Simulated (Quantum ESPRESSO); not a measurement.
MgO:

```
CELL_PARAMETERS angstrom
0.00000 2.09700 2.09700
2.09700 0.00000 2.09700
2.09700 2.09700 0.00000
ATOMIC_POSITIONS crystal
Mg 0.00000 0.00000 0.00000
O 0.50000 0.50000 0.50000
```

The cell is a database's computed one.

| Property | Result |
| --- | --- |
| Program | Quantum ESPRESSO 7.5 |
| Task | phonons and Raman activities |
| Functional | PBEsol |
| Potentials or basis | GBRV 1.5 PBEsol |
| Cutoff | 612 eV |
| Density cutoff | 4898 eV |
| k mesh | 6 × 6 × 6, shifted |
| Occupations | fermi-dirac, width 0.05 eV |
| Spin | no spin polarisation |
| Mixing beta | 0.5 |
| Most SCF iterations | 120 |
| SCF threshold | 4e-10 Ry |

The cell and the atoms were relaxed first, to 9.36 Å³/atom (a = 2.980 Å, b = 2.980 Å, c = 2.980 Å, α = 60.00°, β = 60.00°, γ = 60.00°), and the response was taken there.

The first run showed a gap, so the response started from a second, tighter run with fixed occupations.

The run gives a transverse optical frequency of 386 cm⁻¹, an electronic dielectric constant of 3.25 and Born charges of ±1.99 e.

**Question.** What are the longitudinal frequency and the static dielectric constant?

**Answer.** The longitudinal mode lies at 693 cm⁻¹, 307 cm⁻¹ over the transverse one, and the static constant is 10.45. The two agree with the Lyddane-Sachs-Teller relation: (693/386)² = 3.22 and 10.45/3.25 = 3.22.
